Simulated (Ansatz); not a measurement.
Run this with the Ansatz DFT code, driven from Python and show what comes out.

Input file `lu.extxyz`:
```text
2
Lattice="3.5031 0.0 0.0 -1.75155 3.03377359 0.0 0.0 0.0 5.5509" Properties=species:S:1:pos:R:3 pbc="T T T"
Lu   -0.00000000    2.02251573    1.38772500
Lu    1.75155000    1.01125786    4.16317500
```

The script, `defect_lu.py`:
```python
'''A vacancy in a supercell of Lu, against the perfect cell.'''

import ansatz as az
import numpy as np

xtal = az.Crystal.from_extxyz('lu.extxyz')
host = xtal.supercell(2)
defective = host.vacancy('Lu', at=[2 / 3, 1 / 3, 0.75])

def settled(structure):
    return (
        structure.calculation()
        .functional('revpbe')
        .accuracy('medium')
        .kpoints(mesh=(2, 2, 2))
        .mixing('broyden', ndim=8, beta=0.6)
        .occupations(az.OccupationsMethod.METHFESSEL_PAXTON, width=0.05)
        .pseudopotentials('nc')
        .scf(max_iterations=80, self_checks='high')
        .band_table()
    )


perfect = settled(host).run(threads=1).report
job = settled(defective).relax(force_tolerance=0.05, max_steps=25)
res = job.run(threads=1)
data = res.report

n_host, n_defect = len(perfect['lattice']['sites']), len(data['lattice']['sites'])
print(f'perfect cell: {n_host} atoms, F = {perfect["free_energy_ev"]:.4f} eV')
print(f'defect cell:  {n_defect} atoms, F = {data["free_energy_ev"]:.4f} eV')
print(f'vacancy formation energy {data["free_energy_ev"] - perfect["free_energy_ev"] * n_defect / n_host:.3f} eV')

for label, run in (('perfect', perfect), ('defect', data)):
    levels, filled = np.array(run['eigenvalues_ev'][0]), np.array(run['occupations'][0])
    top = int(np.argmin(np.abs(levels - run['fermi_energy_ev'])))
    window = slice(max(top - 3, 0), top + 4)
    print(label, 'levels near E_F at the first k-point:', ', '.join(f'{e - run["fermi_energy_ev"]:.2f} ({f:.2f})' for e, f in zip(levels[window], filled[window])))

pull = np.linalg.norm(data['forces_ev_ang'], axis=1)
for atom in np.argsort(-pull)[:5]:
    print(f'force on {res.lattice.sites[atom].symbol}{atom}: {pull[atom]:.3f} eV/A')
```

Running `python defect_lu.py` prints:
```text
DeckWarning: basis.ecutwfc = 1360.569312 eV, auto-derived from the records' recommended cutoffs: set by Lu (normal level)
RunWarning: Davidson subspace factor capped 4 → 2: at factor 4 the entry's largest phase would hold 3.0 GiB against the 2.7 GiB of host memory that it is held to (the slot count is already at its floor, and the k-batch too unless the device solves the dense pencils a batch at a time). An explicit scf.eigensolver.max_subspace_factor pins the factor — the entry is then admitted by capping slots, narrowing the widest products' partial-sum buffers (on the CPU), dropping the cushion (unless it [...]
perfect cell: 16 atoms, F = -107337.3892 eV
defect cell:  15 atoms, F = -100626.8604 eV
vacancy formation energy 1.942 eV
perfect levels near E_F at the first k-point: -0.27 (2.00), -0.27 (2.00), -0.27 (2.00), 0.15 (-0.00), 0.15 (-0.00), 0.15 (-0.00), 0.15 (-0.00)
defect levels near E_F at the first k-point: -0.54 (2.00), -0.21 (2.00), -0.21 (2.00), -0.13 (2.00), 0.13 (-0.00), 0.21 (-0.00), 0.21 (-0.00)
force on Lu12: 0.004 eV/A
force on Lu4: 0.004 eV/A
force on Lu8: 0.004 eV/A
force on Lu13: 0.004 eV/A
force on Lu11: 0.004 eV/A
```
(Warnings from the package without file and line, shortened.)

Caveats:
- These settings explore the input space; cutoff and mesh may be short of convergence.
- Such functionals run on norm-conserving files made under PBE, which can move pressures by some GPa.
- The computed bands are complete only to about 3.7 eV above the Fermi level.
- The mesh is modest for a metal, so energies can be off by several to tens of meV an atom and pressures by half a GPa or more; differences at equal mesh fare better.
- Errors of mesh and smearing per atom add up over the supercell, so the energy can be off by tenths of an eV.
- Each cell's levels count from its own Fermi level and aren't aligned; one k-point can hide that the defect cell is metallic.
- Gaps and levels are Kohn-Sham values on a finite set of k-points, without spin-orbit coupling.
- The supercell is small, so the defect meets its images and the energies aren't those of an isolated defect; a partly filled defect level may also lower its energy by spin or distortion. For a charged cell the difference holds no correction, alignment or term for the electrons' reservoir.
- Finished in 12 min on 1 thread of Arm Neoverse V2 (shared host), peak memory 2.5 GiB.

(Lines on the test bed's own set-up are left out of the output.)
